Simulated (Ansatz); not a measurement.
# WSe2: a single-point run

The task is a single-point run on WSe2. The structure is shown as the input types it. The cell is built on a prototype (CdI2 type) and needn't be the phase found in nature.

Program: Ansatz 0.2.0. Level of theory: density functional or hybrid calculation with the settings of its input, plane waves (as first typed). These are calculated values, not measurements.

7 further runs of the same task are left out: 1 for a known fault of the program, 6 that didn't finish.

**1. The structure to begin with**

Symmetry: P-3m1, No. 164, trigonal system. Conventional cell: a = 3.315 Å, b = 3.315 Å, c = 6.519 Å, α = 90.00°, β = 90.00°, γ = 120.00°. W (site symmetry -3m) is surrounded by 6 Se at 2.54 Å. Se (site symmetry 3m) has 3 W at 2.54 Å as nearest neighbours.

Coordinates:

```cif
data_structure
_symmetry_space_group_name_H-M 'P 1'
_symmetry_Int_Tables_number 1
_cell_length_a 3.3153
_cell_length_b 3.3153
_cell_length_c 6.5192
_cell_angle_alpha 90.000
_cell_angle_beta 90.000
_cell_angle_gamma 120.000
_cell_volume 62.06
loop_
_atom_site_label
_atom_site_type_symbol
_atom_site_fract_x
_atom_site_fract_y
_atom_site_fract_z
_atom_site_occupancy
W1 W 0.00000 0.00000 0.00000 1
Se1 Se 0.33333 0.66667 0.25717 1
Se2 Se 0.66667 0.33333 0.74283 1
```

**2. The run**

input.yaml

```yaml
crystal:
  lattice:
    - [3.3153441874, 0.0, 0.0]
    - [-1.6576720937, 2.8711722886, 0.0]
    - [0.0, 0.0, 6.5191986732]
  atoms:
    - { symbol: W, position: [0.0, 0.0, 0.0] }
    - { symbol: Se, position: [0.3333333333, 0.6666666667, 0.257168382] }
    - { symbol: Se, position: [0.6666666667, 0.3333333333, 0.742831618] }
kpoints:
  mp_grid: { grid: [6, 6, 4] }
hamiltonian:
  xc: pbe
scf:
  occupations: { method: fermi_dirac, width: 0.02 }
  n_extra_bands: 4
  mixing: { beta: 0.005 }
  max_iter: 96
output:
  forces: true
  stress: true
  eigenvalues: true
```

On the command line:

```bash
$ ansatz run input.yaml --threads 4 --pin off --max-ram 3686MiB --backend cpu --events-out ev --progress --plain --runs-dir out
```

What happens when this is run?

The program finished normally. That alone doesn't make the input a sound one.

In the input, scf.mixing.beta is 0.005. The risk: mixing too weak. Here it converged all the same; such a setting changes the road, not the converged state.

Run again and compare: delete scf.mixing.beta (the default then holds).
